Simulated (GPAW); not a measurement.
A run of GPAW 26.7.0:

Contents of run.py:

```python
import numpy as np
from ase import Atoms
from ase.dft.bandgap import bandgap
from ase.io import write
from gpaw import GPAW, PW
from gpaw.spinorbit import soc_eigenstates

atoms = Atoms(['Se', 'Zn'],
              cell=[[0.0, 2.8338, 2.8338],
                    [2.8338, 0.0, 2.8338],
                    [2.8338, 2.8338, 0.0]],
              scaled_positions=[[0.75, 0.75, 0.75],
                                [0.0, 0.0, 0.0]],
              pbc=True)

calc = GPAW(mode=PW(600),
            xc={'name': 'C09-vdW', 'backend': 'libvdwxc'},
            kpts={'size': (7, 7, 7), 'gamma': True},
            occupations={'name': 'fermi-dirac', 'width': 0.05},
            nbands=18,
            convergence={'density': 1e-05, 'energy': 1e-05},
            maxiter=150,
            txt='gpaw.txt')
atoms.calc = calc
energy = atoms.get_potential_energy()
forces = atoms.get_forces()
calc.write('gs.gpw')
write('result.traj', atoms)
print(f'Energy: {energy:.6f} eV')
print('Forces (eV/A):')
print(forces.round(4))
print('Fermi level:', round(calc.get_fermi_level(), 4), 'eV')
print(f'Gap: {bandgap(calc)[0]:.4f} eV, direct: {bandgap(calc, direct=True)[0]:.4f} eV')

path = atoms.cell.bandpath('GXWKGLUWLK,UX', npoints=100, eps=1e-4)
bs_calc = calc.fixed_density(kpts=path, symmetry='off', nbands=29,
                             convergence={'bands': 'CBM+6.0', 'eigenstates': 1e-6}, txt='bands.txt')
bs = bs_calc.band_structure()
bs.write('bs.json')
print(f'Gap on the path: {bandgap(bs_calc)[0]:.4f} eV')

soc = soc_eigenstates(bs_calc, theta=0, phi=0)
np.savetxt('soc_bands.dat', soc.eigenvalues(), fmt='%.4f')
mesh = soc_eigenstates('gs.gpw', theta=0, phi=0)
np.savetxt('soc_mesh.dat', mesh.eigenvalues(), fmt='%.4f')
print('Fermi level with spin-orbit coupling:', round(mesh.fermi_level, 4), 'eV')
```

Potentials or basis: GPAW PAW data sets (gpaw-data 1.2.1), pw.

Command:

```sh
$ OMP_NUM_THREADS=1 python run.py
```

Hardware: 1 thread of Intel(R) Xeon(R) 6975P-C (Granite Rapids), on a shared host.

Question: How long does it take, and how much memory?

Answer: Run time: 31 s on 1 thread of Intel(R) Xeon(R) 6975P-C (Granite Rapids), with other jobs on the host, peak memory 0.33 GiB. Counts: scf iterations 15, plane waves 1532, bands 18, k points 20.
